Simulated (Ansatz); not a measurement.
## Ba₄Ti₃O₁₀: what each run costs

Cell: 17 atoms, space group Fmm2, a = 14.973 Å, b = 4.096 Å, c = 14.970 Å, α = 82.17°, β = 15.73°, γ = 82.10°.

All runs are DFT with Ansatz 0.2.0 on 1 thread of Intel Xeon 6975P-C (Granite Rapids) (x86_64; 16 cores open to the job, memory cap 3.0 GiB, no GPU), a shared host.

(1) Rank the runs by wall time, shortest first.
A. single point, PBE, gradients read without the response of the cores, 420 eV, 5×5×5 k-points, smearing 0.02 eV
B. single point, r2SCAN, gradients read without the response of the cores, 500 eV, 5×5×5 k-points, smearing 0.02 eV
C. single point, PBE with spin–orbit coupling, gradients read without the response of the cores, 420 eV, 5×5×5 k-points, smearing 0.02 eV

Answers

(1) A (61 s, 0.75 GiB), B (1.7 min, 1.1 GiB), C (9.5 min, 2.5 GiB).
